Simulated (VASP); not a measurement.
Here is a VASP 6.6.1 calculation.

File INCAR:

```
SYSTEM = BAs
  PREC = Accurate
  ENCUT = 350
  EDIFF = 1E-7
  ISMEAR = 0
  SIGMA = 0.02
  LREAL = .FALSE.
  LASPH = .TRUE.
  NELM = 80
  ALGO = Normal
  ISIF = 2
  LWAVE = .FALSE.
  LCHARG = .FALSE.
  GGA = PE
  NBANDS = 11
```

File KPOINTS:

```
Automatic mesh
0
G
  8 8 8
  0 0 0
```

The input POSCAR:

```
BAs
1.0
    0.0000000000      2.3885000000      2.3885000000
    2.3885000000      0.0000000000      2.3885000000
    2.3885000000      2.3885000000      0.0000000000
B As
1 1
Direct
    0.0000000000      0.0000000000      0.0000000000
    0.2500000000      0.2500000000      0.2500000000
```

Potentials or basis: VASP PAW PBE potentials, release 64 (B, As).

Run with:

```bash
$ cat potpaw_PBE.64/B/POTCAR potpaw_PBE.64/As/POTCAR > POTCAR
$ mpirun -np 1 vasp_std > vasp.out
```

Question: Predict the band gap on the k mesh.

Answer: 1.19 eV, indirect (least direct gap 3.28 eV).

 A k mesh can miss the band edges.
